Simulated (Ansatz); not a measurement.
In doubt: masses and optical values from hybrid runs of this build are listed as unsure (in some of the runs), which bears on the screening that GW takes from such a start.

Two G0W0 runs on GaP (F-43m).

The structure is cubic, space group F-43m (No. 216). The conventional cell has a = 5.451 Å, b = 5.451 Å, c = 5.451 Å, α = 90.00°, β = 90.00°, γ = 90.00°. Nearest to Ga lie 4 P at 2.36 Å. Nearest to P lie 4 Ga at 2.36 Å. Farther neighbours are not listed.

```yaml
crystal:
  lattice:
    - [0.00000, 2.72525, 2.72525]
    - [2.72525, 0.00000, 2.72525]
    - [2.72525, 2.72525, 0.00000]
  atoms:
    - { symbol: Ga, position: [0.00000, 0.00000, 0.00000] }
    - { symbol: P, position: [0.25000, 0.25000, 0.25000] }
```

The cell and positions come from the Crystallography Open Database and are kept as given unless a step says otherwise.

The first (Ansatz 0.2.0; start PBE, 6×6×6 mesh, 91 empty bands, screening to 100 eV, norm-conserving files; 1 × NVIDIA H100 80GB HBM3 (shared by 6 runs) with 3 threads of AMD EPYC 7R13 (Zen 3), shared host) gave, on its mesh: starting gap 1.65 eV, G0W0 gap 2.08 eV, RPA ε∞ (mean) 12.19, 17 s.

The second gave: starting gap 2.29 eV, G0W0 gap 2.38 eV, RPA ε∞ (mean) 8.51, 29 s.

Question: What was changed in the input? Choose among start, files, mesh, bands and cutoff, frequency model or another key.

Changed: start from PBE to HSE06 and files from norm-conserving to PAW set soft_1. A jump of this size in the start, with ε∞ moving the other way, marks another functional. Other changes could give like numbers; this is the one that was made.

Limits: not at the basis limit; no spin-orbit coupling.

[Paths, hosts, dates, memory and timing lines, banners, echoed tables and standing remarks are left out of the program output.]

[Logs are printed without paths, hosts, clocks, repeated set-up lines and the standing remarks that a program may print on its own settings, such as how far it seeks lower states.]

[Runs of the session that timed out or met a known fault of the program may be left out.]

[Cells called generated may have been cut or substituted from an entry of the Crystallography Open Database or the Materials Project.]

[Hosts, paths, dates, database ids (printed as entryN), source tags and the programs' standing remarks are cut or masked in the printed files.]
